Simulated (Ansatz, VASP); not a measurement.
Two plane-wave programs on Se

```
Se
1.0
     3.97992    0.00000    0.00000
    -1.98996    3.44672    0.00000
     0.00000    0.00000    7.46318
Se
4
Cartesian
  0.0000 0.0000 6.2854
  0.0000 0.0000 1.1777
  0.0000 2.2978 4.5234
  1.9900 1.1489 2.9398
```

Alike in both runs: functional PBE; k mesh 12 × 12 × 6; occupations gaussian, width 0.1 eV; no spin polarisation.

Ansatz relaxed the structure, and its values are those at the end. VASP's run is a single point on that final structure, the one shown.

|  | VASP | Ansatz |
| --- | --- | --- |
| version | VASP 6.6.1 | Ansatz 0.2.0 |
| potentials or method | VASP PAW PBE potentials, release 64 (Se) | scalar-relativistic, plane waves, PAW |
| plane-wave cutoff (eV) | 520 | 420 |
| valence electrons in the cell | 24 | 64 |

Ansatz gave:

```
gap on the k mesh at the Fermi level (eV) : none
pressure (GPa)                            : 0.0
rms of the force components (eV/Å)        : 0.001
```

What did VASP give for the same quantities?

gap on the k mesh at the Fermi level (eV): none; pressure (GPa): 0.0; rms of the force components (eV/Å): 0.009.

A gap of «none» marks a metal or a gap that the smearing closes. The two sets of potentials don't hold the same shells in valence.
